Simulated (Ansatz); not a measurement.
Computed with DFT PBE, scalar-relativistic, plane waves, PAW (Ansatz). Several structures of Be2H3 were relaxed, and the powder pattern of one of them was computed from 10° to 70° in 2θ (λ = 1.5406 Å; lines under 1 % are left out).

Cu Kα1 powder pattern (kinematic, no thermal factors).
```tsv
2θ (°)	relative intensity
13.56	100
27.32	2
31.43	23
39.68	8
40.09	4
41.49	3
41.70	4
43.31	3
52.49	2
56.37	1
56.39	3
58.35	3
58.95	3
60.21	2
60.94	1
64.94	2
69.10	2
```

**Question.** Which structure gives it?
1.

```
Be H
1.0
     1.92425    1.11097    4.96007
    -1.92425    1.11097    4.96007
     0.00000   -2.22194    4.96007
Be H
4 6
Direct
  0.31829 0.31829 0.31829
  0.18171 0.18171 0.18171
  0.68171 0.68171 0.68171
  0.81829 0.81829 0.81829
  0.56472 0.93528 0.25000
  0.25000 0.56472 0.93528
  0.93528 0.25000 0.56472
  0.43528 0.06472 0.75000
  0.75000 0.43528 0.06472
  0.06472 0.75000 0.43528
```

2.

```
Be H
1.0
     2.25125    0.00000    0.00000
     0.00000    3.16006    0.00000
    -0.38186    0.00000    6.52339
Be H
2 3
Direct
  0.01924 0.50000 0.11312
  0.97460 0.00000 0.85060
  0.01107 0.00000 0.06523
  0.45206 0.00000 0.71778
  0.54303 0.50000 0.25327
```

3.

```
Be H
1.0
     4.06159    0.00000    0.00000
    -1.97753    3.56681    0.00000
    -0.16943   -2.22792    5.45247
Be H
4 6
Direct
  0.40574 0.56859 0.84174
  0.29142 0.81594 0.20412
  0.55915 0.45471 0.13950
  0.70935 0.10006 0.67640
  0.49307 0.25008 0.83552
  0.73456 0.82154 0.76219
  0.07465 0.39481 0.65504
  0.53198 0.87061 0.41585
  0.27391 0.16195 0.21772
  0.92617 0.56171 0.25192
```

**Answer.** 2. Its strongest line, at 2θ = 13.56°, has d = λ/(2 sin θ) = 6.523 Å and is the (0 0 1) reflection of the conventional Pm cell with a = 2.251 Å, b = 3.160 Å, c = 6.535 Å, β = 93.4°. The others have their strongest lines at 29.3° (1); 25.7° (3).

The cells needn't be stable.
